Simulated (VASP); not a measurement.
Runs of VASP 6.6.1 on AgBr. It takes space group Fm-3m (No. 225, cubic). Conventional cell: a = 5.740 Å, b = 5.740 Å, c = 5.740 Å, α = 90.00°, β = 90.00°, γ = 90.00°. Around Ag (site symmetry m-3m) lie 6 Br at 2.87 Å. Around Br (site symmetry m-3m) lie 6 Ag at 2.87 Å. 

| task | level | spin | exchange at q = 0 | share of exact exchange | screening parameter | gap on the mesh (eV) | pressure (GPa) |
| --- | --- | --- | --- | --- | --- | --- | --- |
| band structure | r2SCAN-EpsX | off | truncated | 0.1638 | - | 2.43 | (b) |
| single point | HSE06 | SOC, no magnetisation | - | - | 0.2 1/A | - | 1.9 |
| band structure | HSE03 | off | - | - | - | 1.80 | 2.0 |
| band structure | PBE0 | off | truncated | - | - | (a) | 1.8 |
| band structure | HSE06 | off | - | - | 0.2 1/A | 2.02 | 1.9 |

Alike in all rows: potentials or basis VASP PAW PBE potentials, release 64 (Ag, Br); cell as given; k mesh 6 × 6 × 6; cutoff (eV) 520; smearing gaussian 0.02 eV.

Problem. Fill in the values left out.

Solution. (a) 2.67; (b) 1.2.

Caveats: the PAW data sets were made with another functional, which shifts forces and pressure a little.

A k mesh can miss the band edges, and rows without SOC leave out spin-orbit coupling on Ag, Br.
